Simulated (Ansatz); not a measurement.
**SiO2: which input changes reach the field gradients?**

Cell: a Materials Project structure (computed, not necessarily an observed phase).

Space group P4_12_12 (No. 92); a = 4.9926, c = 6.9339 Å.

```
site  Wyckoff  site symmetry       x       y       z
  Si       4a            ..2  0.6987  0.6987  0.5000
   O       8b              1  0.8936  0.7614  0.3201
```

One atom of each set is listed.

Reference run. Method: Kohn–Sham DFT in Ansatz, PBE, plane waves and PAW, scalar-relativistic, 420 eV cutoff, Γ-centred 5×5×4 k-points, Fermi–Dirac smearing 0.02 eV.

It gives V_zz (10²¹ V/m²) O 9.32 (η 0.15), Si 0.40 (η 0.90). Each of these runs changes the input as listed (caps on SCF iterations aside):

A. hamiltonian.dispersion: not typed → d3bjatm; scf.initial_density.chi_scale: not typed → 0.0
B. total_charge: not typed → -1; hamiltonian.xc: pbe → r2scan

**Question.** How does each run end, and how far do the gradients move?

**Answer.** 

```json
{"run": "A", "O V_zz (η)": "9.32 (0.15)", "Si V_zz (η)": "0.40 (0.90)", "largest change of a gradient tensor, all atoms": "0.00", "note": "converged"}
{"run": "B", "O V_zz (η)": "9.04 (0.14)", "Si V_zz (η)": "0.40 (0.95)", "largest change of a gradient tensor, all atoms": "0.28", "note": "converged; another functional; cutoff taken 500 eV; cell charge -1 on a uniform background; no gap left; odd number of electrons without spin polarisation"}
```

Run B moves them most, on O (V_zz from 9.32 to 9.04); against its own size the tensor moves most on Si among sites above 0.3 (by 0.02, V_zz from 0.40 to 0.40).

Run B changes total_charge, hamiltonian.xc together, so the table can't tell their shares apart.

On the reference run: At this cell the principal stresses reach 5 GPa in size with PBE, which can matter for small gradients. The largest force is 0.3 eV/Å, so the atoms aren't at the calculated equilibrium and relaxing them would move these values.
